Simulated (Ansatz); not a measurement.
PbS, space group C2/m, an optical spectrum

Program: the Python package of Ansatz (0.2.0).

The script, `pbs.py`:
```python
# -*- coding: utf-8 -*-
"""Dielectric function of PbS against photon energy."""

import ansatz as az
import matplotlib.pyplot as plt
import numpy as np

system = (
    az.Lattice.of((2.9405, -2.9, 0.0), (2.9405, 2.9, 0.0), (-1.08005, 0.0, 11.70929))
    .atom("Pb", (0.7756, 0.7756, 0.63638))
    .atom("Pb", (0.2244, 0.2244, 0.36362))
    .atom("S", (0.2684, 0.2684, 0.5986))
    .atom("S", (0.7316, 0.7316, 0.4014))
)

calculation = system.calculation()
calculation = calculation.functional("pbesol")
calculation = calculation.basis(470)
calculation = calculation.kpoints(length=16)
calculation = calculation.occupations("fixed")
calculation = calculation.scf(max_iterations=65)
calculation = calculation.optics(energy_step=0.05, nscf_kmesh=(6, 6, 2))
out = calculation.run(threads=1, backend="cpu")
spectra = out.optics()
energy, filling = np.asarray(spectra.photon_energy_ev), spectra.band_filling
gapped = filling.kind == "insulating"
eps1 = np.asarray(filling.eps1 if gapped else filling.eps1_interband)[:3].mean(axis=0)
eps2 = np.asarray(filling.eps2 if gapped else filling.eps2_interband)[:3].mean(axis=0)
print("filling:", filling.kind, "- valid up to", round(spectra.valid_up_to_ev, 2), "eV,", spectra.n_bands, "bands")
top = min(8, spectra.valid_up_to_ev)
# mean of xx, yy and zz; between bands only where the bands are partly filled
shown = energy <= top
plt.figure(figsize=(4.8, 3.2))
plt.plot(energy[shown], eps1[shown], label="eps1")
plt.plot(energy[shown], eps2[shown], label="eps2")
plt.xlabel("photon energy (eV)")
plt.legend()
plt.tight_layout()
plt.savefig("optics.png", dpi=100)
peak = int(np.argmax(np.where(shown & (energy > 0.3), eps2, 0)))
print(f"strongest absorption at {energy[peak]:.2f} eV, eps2 = {eps2[peak]:.2f}")
if gapped:
    print("eps_inf, bands beyond those summed included:", np.round(filling.eps_inf[:3], 3))
print("f-sum electrons:", np.round(filling.get("f_sum_n_eff"), 3))
```

```console
$ python pbs.py
filling: insulating - valid up to 2.7 eV, 24 bands
strongest absorption at 2.40 eV, eps2 = 15.98
eps_inf, bands beyond those summed included: [8.575 8.694 4.611]
f-sum electrons: [11.721 11.48   9.389]
```

The cell holds layers, chains or clusters in vacuum, no bulk phase. Averages over directions belong to no single polarisation, least of all in layered crystals. Spin-orbit coupling, which matters for elements this heavy, is left out. The structure is a deposited one; some such entries were measured under pressure or heat, so a shift against it needn't be the functional's error alone. Independent-particle spectra on Kohn-Sham bands hold no excitons, and semilocal gaps are too small. Run time: 100 s on 1 thread of Arm Neoverse V2, with other jobs on the host, peak memory 0.73 GiB.

(A comment or docstring line of the script was reworded after the run, the code is as it ran; lines on the test bed's own set-up are left out of the output.)
